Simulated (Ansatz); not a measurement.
## Stability checks on a candidate for TiO2

The cell was found from a structure generator's guess, not taken from experiment.

Level of theory: DFT PBE, scalar-relativistic, plane waves, PAW (Ansatz). Plane waves to 420 eV, a 6×6×6 mesh through Γ for the 6-atom cell and 0.02 eV Gaussian smearing; no spin polarisation.

```
Ti O
1.0
     0.00000    4.19722    4.19722
     4.19722    0.00000    4.19722
     4.19722    4.19722    0.00000
Ti O
2 4
Direct
  0.25000 0.25000 0.25000
  0.00000 0.00000 0.00000
  0.12500 0.12500 0.12500
  0.12500 0.12500 0.62500
  0.12500 0.62500 0.12500
  0.62500 0.12500 0.12500
```

The zero of energy is the elements' standard structures at the same level (O₂ as a molecule); no fitted shifts are applied.

Question: These tests were run: energy against the elements; phonons on a 2×2×2 q mesh; elastic tensor. What do they show?

Answer:

```csv
test,result
energy against the elements,−3.027 eV/atom
phonons on a 2×2×2 q mesh,no imaginary mode on the mesh
elastic tensor,least eigenvalue 22 GPa
```

It fails none of these tests. Whether a mixture of other phases lies lower isn't tested here.

The run for the phonons used a 6×6×6 k mesh. The run for the elastic tensor used a 6×6×6 k mesh.
